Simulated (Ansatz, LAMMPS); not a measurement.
# Relaxing amorphous SiO2 (96 atoms), part 3 of 4

Aim: bring amorphous SiO2 (96 atoms) to a nearby minimum of the energy and see what moves.

Ansatz 0.2.0; Kohn-Sham DFT, PBE, PAW (set soft_2), plane waves.

The cell: 32 Si and 64 O. The quench rate of 50 K/ps far exceeds what a furnace or splat quench reaches. The starting topology of bonds comes from the classical model. Only the Γ point is sampled in the main run, in a cell whose shortest periodic width is 11 Å.

So far. Step 4 (Relaxation): The relaxation changed the energy by -24.8 meV/atom, and atoms moved by 0.19 Å r.m.s., 0.86 Å at most.

## Step 6: Single point at the relaxed geometry

The electronic structure is read at the final geometry, in a run of its own.

input.yaml

```yaml
crystal:
  lattice:
    - [10.7084, 0.0, 0.0]
    - [0.0, 10.7084, 0.0]
    - [0.0, 0.0, 10.7084]
  atoms:
    - { symbol: Si, position: [0.00571, 0.60569, 0.75847] }
    - { symbol: Si, position: [0.29484, 0.1246, 0.00258] }
    - { symbol: Si, position: [0.62888, 0.78439, 0.47862] }
    - { symbol: Si, position: [0.78099, 0.43921, 0.73966] }
    - { symbol: Si, position: [0.70619, 0.03651, 0.38319] }
    - { symbol: Si, position: [0.00653, 0.57952, 0.39622] }
    - { symbol: Si, position: [0.1713, 0.59082, 0.00812] }
    - { symbol: Si, position: [0.9314, 0.33398, 0.07619] }
    - { symbol: Si, position: [0.60513, 0.42986, 0.24813] }
    - { symbol: Si, position: [0.15508, 0.7363, 0.58658] }
    - { symbol: Si, position: [0.54882, 0.73779, 0.92742] }
    - { symbol: Si, position: [0.17784, 0.39361, 0.68874] }
    - { symbol: Si, position: [0.40001, 0.417, 0.5311] }
    - { symbol: Si, position: [0.34019, 0.77692, 0.11713] }
    - { symbol: Si, position: [0.52388, 0.12707, 0.88287] }
    - { symbol: Si, position: [0.37671, 0.58801, 0.72949] }
    - { symbol: Si, position: [0.75477, 0.51225, 0.47982] }
    - { symbol: Si, position: [0.10722, 0.33402, 0.29244] }
    - { symbol: Si, position: [0.7355, 0.10233, 0.10117] }
    - { symbol: Si, position: [0.96026, 0.97742, 0.78737] }
    - { symbol: Si, position: [0.93106, 0.61211, 0.14436] }
    - { symbol: Si, position: [0.38159, 0.22763, 0.26129] }
    - { symbol: Si, position: [0.44507, 0.63059, 0.33543] }
    - { symbol: Si, position: [0.67304, 0.92604, 0.73791] }
    - { symbol: Si, position: [0.0032, 0.10631, 0.39535] }
    - { symbol: Si, position: [0.45125, 0.13352, 0.50151] }
    - { symbol: Si, position: [0.19222, 0.01014, 0.60132] }
    - { symbol: Si, position: [0.35015, 0.37235, 0.92313] }
    - { symbol: Si, position: [0.97414, 0.25842, 0.80651] }
    - { symbol: Si, position: [0.61563, 0.47471, 0.97554] }
    - { symbol: Si, position: [0.90842, 0.86189, 0.04145] }
    - { symbol: Si, position: [0.13879, 0.96805, 0.1616] }
    - { symbol: O, position: [0.10182, 0.6799, 0.45757] }
    - { symbol: O, position: [0.03528, 0.73634, 0.6837] }
    - { symbol: O, position: [0.97225, 0.34417, 0.93047] }
    - { symbol: O, position: [0.39668, 0.04389, 0.92046] }
    - { symbol: O, position: [0.39109, 0.51025, 0.41217] }
    - { symbol: O, position: [0.64038, 0.83918, 0.86048] }
    - { symbol: O, position: [0.85913, 0.56985, 0.767] }
    - { symbol: O, position: [0.87783, 0.47248, 0.11348] }
    - { symbol: O, position: [0.08385, 0.04528, 0.28025] }
    - { symbol: O, position: [0.27456, 0.90021, 0.18016] }
    - { symbol: O, position: [0.83593, 0.21799, 0.10015] }
    - { symbol: O, position: [0.85594, 0.06597, 0.41366] }
    - { symbol: O, position: [0.86889, 0.31711, 0.71479] }
    - { symbol: O, position: [0.08077, 0.6062, 0.12707] }
    - { symbol: O, position: [0.06035, 0.3101, 0.15091] }
    - { symbol: O, position: [0.34443, 0.6817, 0.23604] }
    - { symbol: O, position: [0.62605, 0.12541, 0.99894] }
    - { symbol: O, position: [0.46865, 0.26647, 0.85614] }
    - { symbol: O, position: [0.59586, 0.0578, 0.76364] }
    - { symbol: O, position: [0.61936, 0.84783, 0.61733] }
    - { symbol: O, position: [0.25274, 0.25312, 0.93535] }
    - { symbol: O, position: [0.25506, 0.3772, 0.56204] }
    - { symbol: O, position: [0.08893, 0.08025, 0.51679] }
    - { symbol: O, position: [0.4893, 0.74374, 0.42857] }
    - { symbol: O, position: [0.91606, 0.64539, 0.29218] }
    - { symbol: O, position: [0.47158, 0.28368, 0.52934] }
    - { symbol: O, position: [0.07307, 0.49822, 0.67291] }
    - { symbol: O, position: [0.65285, 0.4062, 0.10615] }
    - { symbol: O, position: [0.46494, 0.50732, 0.63796] }
    - { symbol: O, position: [0.70785, 0.42462, 0.36225] }
    - { symbol: O, position: [0.70966, 0.6569, 0.47711] }
    - { symbol: O, position: [0.44899, 0.68078, 0.82154] }
    - { symbol: O, position: [0.25574, 0.71798, 0.00585] }
    - { symbol: O, position: [0.00941, 0.25686, 0.38035] }
    - { symbol: O, position: [0.29335, 0.45387, 0.78715] }
    - { symbol: O, position: [0.47574, 0.79969, 0.04774] }
    - { symbol: O, position: [0.33584, 0.07643, 0.59496] }
    - { symbol: O, position: [0.16406, 0.05617, 0.03914] }
    - { symbol: O, position: [0.11123, 0.26726, 0.73572] }
    - { symbol: O, position: [0.07721, 0.60471, 0.88919] }
    - { symbol: O, position: [0.46557, 0.4649, 0.96396] }
    - { symbol: O, position: [0.63834, 0.62508, 0.97452] }
    - { symbol: O, position: [0.55859, 0.57493, 0.2512] }
    - { symbol: O, position: [0.70387, 0.4524, 0.60998] }
    - { symbol: O, position: [0.82494, 0.9482, 0.71423] }
    - { symbol: O, position: [0.8588, 0.71943, 0.06369] }
    [... 12 atom lines left out ...]
    - { symbol: O, position: [0.69425, 0.41332, 0.86102] }
    - { symbol: O, position: [0.37534, 0.16633, 0.12518] }
    - { symbol: O, position: [0.26989, 0.65891, 0.65208] }
    - { symbol: O, position: [0.25301, 0.29689, 0.29952] }
    - { symbol: O, position: [0.96049, 0.87583, 0.89962] }
    - { symbol: O, position: [0.90647, 0.51373, 0.48993] }
kpoints:
  mp_grid: { grid: [1, 1, 1] }
hamiltonian:
  xc: pbe
scf:
  occupations: { method: fermi_dirac, width: 0.025 }
output:
  forces: true
  stress: true
  populations: true
  dos:
    method: { smearing: { sigma: 0.08 } }
    de: 0.05
    projected: { site_lists: { O: [O], Si: [Si] } }
  eigenvalues: true
  write_density: true
  write_potential: true
  volumetric_format: npy
```

Launch:

```sh
$ ansatz run input.yaml --threads 4 --pin off --max-ram 8192MiB --backend cpu --events-out ev --progress --plain --runs-dir out
```

Numbers of over 12 decimals in the logs are rounded to 6 here.

What it wrote:

```text
[...]
Crystal: 96 atoms, lattice volume = 1227.930 Å³
Basis set: ecut = 420 eV, 23871 PW (Γ), exchange–correlation on 144×144×144 points (8 copies of the dense FFT grid, shifted against one another)
Bands: 352, of which v1, the nominal top of the filled ones, is band 256 counted from 1 (255 counted from 0)
Symmetry: 1 space group operations
[...]
k-points: 1
[...]
SCF iter   1: F=—  HF=-56758.330001 eV  |F-HF|=—  |Δ(HF+E_count)|=         —  Δρ=2.10e-3  dr2=7.02e-2  ethr=1.77e-3  ⟨swp⟩=7.0  Hψ=1716  notcnv=0  defer=43
[...]
SCF iter   9: F=-56758.329569 eV  HF=-56758.329569 eV  |F-HF|=8.49e-9  |Δ(HF+E_count)|=   7.71e-9  Δρ=9.97e-7  dr2=1.11e-8  ethr=1.95e-11  ⟨swp⟩=22.0  Hψ=2921  notcnv=0
SCF 1 converged in 9 iterations: F = -56758.329569 eV  dr2 = 1.11e-8
[...]
SCF converged after 9 iterations
Free energy (F): -56758.329569 eV
[...]
Internal energy: -56758.329569 eV  (E = F + TS)
E sigma→0 (E₀):  -56758.329569 eV
Fermi energy:    5.454916 eV
[...]
--- Forces (eV/Å), atoms counted from 1 ---
  atom   1  Si    -0.00087227    -0.00050922    -0.01371570
  atom   2  Si    -0.00028635     0.00278621     0.00496692
  atom   3  Si     0.00263377     0.00151688    -0.00077965
  atom   4  Si     0.00366341     0.00197513    -0.00431293
  atom   5  Si    -0.00007390    -0.00380199     0.00538268
  atom   6  Si     0.00340296     0.00451948    -0.00272942
  atom   7  Si    -0.00019688    -0.00522009    -0.00710347
  atom   8  Si     0.00255314     0.00277474    -0.01311726
  atom   9  Si     0.00285013    -0.00181107     0.00199794
  atom  10  Si    -0.00549008    -0.00775074     0.01336941
  atom  11  Si    -0.00133376     0.00307908     0.00485434
  atom  12  Si    -0.00692149    -0.00578476    -0.00965192
  atom  13  Si    -0.00438845    -0.00115001     0.01053332
  atom  14  Si     0.01240068    -0.00758951     0.00161717
[...]
atom  95  O     -0.00303062    -0.00409220     0.01017658
  atom  96  O      0.00508158     0.00024657    -0.00122099
  max |Σ_I F_I| component: 2.96e-5 eV/Å
--- Stress (GPa, compression-positive) ---
       -1.043962      -0.791744       1.124653
       -0.791744       1.861018      -0.701612
        1.124652      -0.701612       3.550803
  P = ⅓ Tr σ = 1.4560 GPa (14.560 kbar)
--- Band table (eV) ---
[...]
--- Löwdin populations: 96 sites ---
  site symbol       q [e]
     0     Si      2.2289
     1     Si      2.2467
     2     Si      2.2108
[...]
95      O      6.7811
  spilling = 0.013647 (of n_electrons = 512.000000)
```

The job ended after 20 s (4 threads of Arm Neoverse V1, shared host; peak memory 1.4 GiB).

Read from the output:

- free energy: -56758.3296 eV
- free energy per atom: -591.2326 eV/atom
- SCF cycles: 9
- pressure: 1.456 GPa
- r.m.s. force component: 0.00444 eV/Å
- longest force: 0.0198 eV/Å
- Fermi energy: 5.455 eV
- gap (highest filled to lowest empty level): 4.271 eV
- spilling of the projection: 0.01365

Löwdin charges by element and coordination (they lack the spilled electrons, 0.073 e an atom on average):

| element | coordination | atoms | mean charge (e) | spread | least | most |
| --- | --- | --- | --- | --- | --- | --- |
| O | all | 64 | -0.777 | 0.0124 | -0.797 | -0.723 |
| O | 2 | 63 | -0.778 | 0.0104 | -0.797 | -0.750 |
| O | 3 | 1 | -0.723 | 0 | -0.723 | -0.723 |
| Si | all | 32 | 1.77 | 0.0199 | 1.69 | 1.79 |
| Si | 4 | 31 | 1.78 | 0.0127 | 1.74 | 1.79 |
| Si | 5 | 1 | 1.69 | 0 | 1.69 | 1.69 |

States in the cell by windows of 1 eV, zero at the Fermi level; the larger projections on atomic orbitals stand beside the total:

| from (eV) | to (eV) | total | O p | Si p |
| --- | --- | --- | --- | --- |
| -10 | -9 | 19.7 | 14.1 | 2.5 |
| -9 | -8 | 40.5 | 30.8 | 8.0 |
| -8 | -7 | 34.0 | 26.6 | 6.3 |
| -7 | -6 | 26.5 | 21.5 | 2.9 |
| -6 | -5 | 62.6 | 55.4 | 3.7 |
| -5 | -4 | 79.2 | 73.9 | 2.4 |
| -4 | -3 | 72.4 | 69.6 | 1.2 |
| -3 | -2 | 13.2 | 12.7 | 0.2 |
| -2 | 2 | 0.0 | 0.0 | 0.0 |
| 2 | 3 | 2.0 | 0.1 | 0.2 |
| 3 | 4 | 6.0 | 0.6 | 1.7 |
| 4 | 5 | 15.0 | 1.6 | 5.0 |

Between -23 and -10 eV lie 164 more states.

The levels nearest the highest filled one (over half full), pooled over k-points and spins:

| level less the highest filled one (eV) | occupation |
| --- | --- |
| -0.818 | 2 |
| -0.783 | 2 |
| -0.710 | 2 |
| -0.629 | 2 |
| -0.409 | 2 |
| 0 | 2 |
| 4.27 | 0 |
| 5.30 | 0 |
| 5.86 | 0 |
| 5.98 | 0 |
| 6.32 | 0 |
| 6.39 | 0 |

Valence density in the bc plane at fractional x = 0.089, with atoms of Si and O within 0.2 Å of it. It is the smooth field of the valence electrons, not physical close to the nuclei.

Values in e/Å³, 13 rows by 16 columns, each cell a mean:
```
0.1 0.1 0.0 0.0 0.0 0.1 0.1 0.0 0.3 1.7 1.1 0.1 0.0 0.0 0.0 0.0
0.0 0.0 0.0 0.1 0.1 0.1 0.0 0.0 0.6 4.4 2.8 0.2 0.0 0.0 0.1 0.1
0.9 0.1 0.1 0.6 1.6 0.5 0.1 0.1 0.3 0.7 0.5 0.2 0.1 0.0 0.2 1.1
3.3 0.3 0.1 1.4 4.3 1.1 0.4 1.7 2.3 0.5 0.3 1.0 0.8 0.1 0.4 4.0
0.6 0.2 0.1 0.2 0.5 0.2 0.4 2.5 3.4 0.5 0.3 1.2 1.0 0.2 0.1 0.7
1.1 2.7 0.7 0.0 0.0 0.0 0.1 0.2 0.2 0.1 0.3 0.5 0.3 0.1 0.1 0.1
1.6 4.7 1.2 0.1 0.1 0.0 0.0 0.0 0.1 0.3 2.8 3.1 0.4 0.1 0.0 0.1
0.3 0.5 0.3 0.3 0.4 0.2 0.3 1.0 0.7 0.5 2.3 2.3 0.2 0.0 0.0 0.0
1.9 1.5 0.3 0.3 0.6 0.3 1.1 5.0 2.8 0.3 0.2 0.1 0.0 0.0 0.0 0.3
4.2 3.0 0.2 0.1 0.4 0.4 0.4 0.9 0.5 0.1 0.1 0.0 0.0 0.0 0.1 0.6
0.6 0.3 0.1 0.2 1.9 2.6 0.4 0.1 0.3 1.9 1.3 0.1 0.1 0.5 0.8 0.4
0.3 0.2 0.1 0.1 1.4 1.9 0.3 0.1 0.6 4.2 2.9 0.2 0.1 0.7 1.1 0.4
0.4 0.4 0.1 0.0 0.1 0.1 0.0 0.0 0.2 0.6 0.4 0.1 0.0 0.1 0.1 0.1
```
Columns run along b (10.7 Å), rows up along c (10.7 Å). Atoms in or near the plane, at fractional coordinates: Si at (0.33, 0.29), O at (0.68, 0.46), O at (0.05, 0.28), O at (0.61, 0.13), O at (0.08, 0.52), O at (0.50, 0.67), O at (0.60, 0.89), O at (0.99, 0.73), O at (0.48, 0.34).

Electrostatic potential energy in the bc plane at fractional x = 0.089, with atoms of Si and O within 0.2 Å of it. With pseudopotentials it is smooth inside the atoms' cores, unlike the true potential.

Values in eV, 13 rows by 16 columns, each cell a mean:
```
 10  10  10  10  10  10  10   9   4 -13  -5   8  10  10  10  10
  9  10   9   7   7   8   9   9   4 -31 -19   9  10  10  10   9
  0   9   9   2 -10   3   6   7   5  -4  -1   7  10  10   8  -2
-24   8   9  -7 -32  -7  -1 -11 -16  -3  -1  -2   2   9   6 -29
  0   7   9   9   5   3   0 -18 -23   4   3 -11  -8   6   8   1
 -5 -17   4  10  10   8   7   8   8   8   2 -13 -11   4   7   5
 -8 -32  -3   9  10  10  10   9   7   4 -20 -22   3   8   9   8
  5  -3  -1   6   5   4   6  -2  -3  -5 -17 -13   9  10  10   9
-11 -10   3   4 -13 -30 -17 -35 -21   0   5   9  10  10   9   8
-31 -20   8   5 -16 -35 -16  -1   5   9   9  10  10   9   6  -1
-14   5   9   9 -13 -22   4   9   8  -9  -3  10  10   5  -8 -29
 -5   7  10  10  -4  -9   9   9   4 -30 -19   9  10   3  -6 -15
  7   8  10  10  10  10  10   8   2  -6   0   8  10   9   8   7
```
Columns run along b (10.7 Å; values clipped at the 3rd and 97th percentile), rows up along c (10.7 Å). Atoms in or near the plane, at fractional coordinates: Si at (0.33, 0.29), O at (0.68, 0.46), O at (0.05, 0.28), O at (0.61, 0.13), O at (0.08, 0.52), O at (0.50, 0.67), O at (0.60, 0.89), O at (0.99, 0.73), O at (0.48, 0.34).

Mean Löwdin charges: O -0.78, Si +1.77 e (they miss 1.4 % of the electrons, so they add up to more than the cell's charge).

Local excerpt of 15 atoms (numbers count through the whole input) about O78, picked at random; x, y, z are measured from there.

| atom | x | y | z | distance (Å) | bonds | Löwdin charge (e) |
| --- | --- | --- | --- | --- | --- | --- |
| O78 | 0.00 | 0.00 | 0.00 | 0.00 | 2 | -0.76 |
| Si21 | 0.77 | -1.15 | 0.86 | 1.63 | 4 | 1.77 |
| Si31 | 0.53 | 1.53 | -0.24 | 1.63 | 4 | 1.78 |
| O82 | 1.82 | 1.61 | 0.74 | 2.54 | 2 | -0.79 |
| O57 | 0.61 | -0.79 | 2.45 | 2.64 | 2 | -0.78 |
| O95 | 1.09 | 1.67 | -1.76 | 2.66 | 2 | -0.78 |
| O40 | 0.20 | -2.64 | 0.53 | 2.71 | 2 | -0.78 |
| O85 | -0.57 | 2.68 | 0.09 | 2.74 | 2 | -0.79 |
| O74 | -2.36 | -1.01 | -0.95 | 2.74 | 2 | -0.77 |
| O46 | 2.38 | -1.21 | 0.68 | 2.75 | 2 | -0.79 |
| O72 | 2.34 | -1.23 | -1.87 | 3.24 | 2 | -0.80 |
| O38 | -2.34 | 1.28 | -2.18 | 3.44 | 2 | -0.78 |
| O39 | 0.00 | -1.60 | -3.18 | 3.56 | 2 | -0.77 |
| Si11 | -3.32 | 0.20 | -1.46 | 3.63 | 4 | 1.79 |
| Si7 | 3.35 | -1.38 | -0.60 | 3.67 | 4 | 1.74 |

The column of bonds counts only the pairs O-Si within 2.16 Å; other neighbours, such as metal atoms beside each other in a compound, aren't counted, and periodic images can show an atom twice.

## Step 7: K-mesh 2×2×2

Large cells are often run on few k-points; this run checks whether the reference had enough.

input.yaml, as its differences from that of step 6:

```diff
@@ -8,3 +8,3 @@
 kpoints:
-  mp_grid: { grid: [1, 1, 1] }
+  mp_grid: { grid: [2, 2, 2] }
 hamiltonian:
@@ -22,4 +22 @@
   eigenvalues: true
-  write_density: true
-  write_potential: true
-  volumetric_format: npy
```

What it wrote:

```text
[...]
Crystal: 96 atoms, lattice volume = 1227.930 Å³
Basis set: ecut = 420 eV, 23871 PW (Γ), exchange–correlation on 144×144×144 points (8 copies of the dense FFT grid, shifted against one another)
Bands: 352, of which v1, the nominal top of the filled ones, is band 256 counted from 1 (255 counted from 0)
Symmetry: 1 space group operations
[...]
k-points: 8
[...]
SCF iter   1: F=—  HF=-56758.436106 eV  |F-HF|=—  |Δ(HF+E_count)|=         —  Δρ=2.11e-3  dr2=7.09e-2  ethr=1.77e-3  ⟨swp⟩=6.6  Hψ=13648  notcnv=0  defer=321
[...]
SCF iter   8: F=—  HF=-56758.437163 eV  |F-HF|=—  |Δ(HF+E_count)|=   3.16e-7  Δρ=4.86e-6  dr2=2.35e-7  ethr=1.54e-10  ⟨swp⟩=2.0  Hψ=4036  notcnv=0  defer=728
SCF iter   9: F=-56758.437163 eV  HF=-56758.437163 eV  |F-HF|=8.43e-9  |Δ(HF+E_count)|=   6.42e-9  Δρ=1.01e-6  dr2=1.13e-8  ethr=1.95e-11  ⟨swp⟩=14.9  Hψ=16318  notcnv=0
SCF 1 converged in 9 iterations: F = -56758.437163 eV  dr2 = 1.13e-8
[...]
SCF converged after 9 iterations
Free energy (F): -56758.437163 eV
[...]
Internal energy: -56758.437163 eV  (E = F + TS)
E sigma→0 (E₀):  -56758.437163 eV
Fermi energy:    5.479065 eV
[...]
Σ components = -56758.437163   (vs F -56758.437163, Δ=0.00e0)
--- Forces (eV/Å), atoms counted from 1 ---
  atom   1  Si    -0.00367786     0.00087252    -0.01199074
  atom   2  Si    -0.00235355     0.00129613     0.00490385
  atom   3  Si     0.00336155     0.00096378    -0.00063178
  atom   4  Si     0.01350825     0.00272069    -0.00638683
[...]
atom  96  O      0.00620212     0.00186340     0.00146058
  max |Σ_I F_I| component: 2.80e-5 eV/Å
--- Stress (GPa, compression-positive) ---
       -1.014054      -0.790490       1.121119
       -0.790490       1.864586      -0.704494
        1.121118      -0.704495       3.557225
  P = ⅓ Tr σ = 1.4693 GPa (14.693 kbar)
--- Band table (eV; the first three rows and the last of 8) ---
[...]
--- Löwdin populations: 96 sites ---
  site symbol       q [e]
     0     Si      2.2293
     1     Si      2.2468
     2     Si      2.2109
[...]
95      O      6.7811
  spilling = 0.013648 (of n_electrons = 512.000000)
```

Wall time 3 min (4 threads); peak memory 5.5 GiB.

The program notes that it cut back its work space to fit the memory limit.

Geometry and reference: those of the single point at the relaxed geometry.

Forces differ from those of the single point at the relaxed geometry by 4.4 meV/Å r.m.s.; the energy by -1.1 meV/atom. It took 3 min and 9 cycles; the reference's time can't be set against it, since the two runs asked for unlike analyses.

(Continued in part 4 of 4.)

[Logs are printed without paths, hosts, clocks, repeated set-up lines and the standing remarks that a program may print on its own settings, such as how far it seeks lower states.]

[Hosts, paths, dates, database ids (printed as entryN), source tags and the programs' standing remarks are cut or masked in the printed files.]
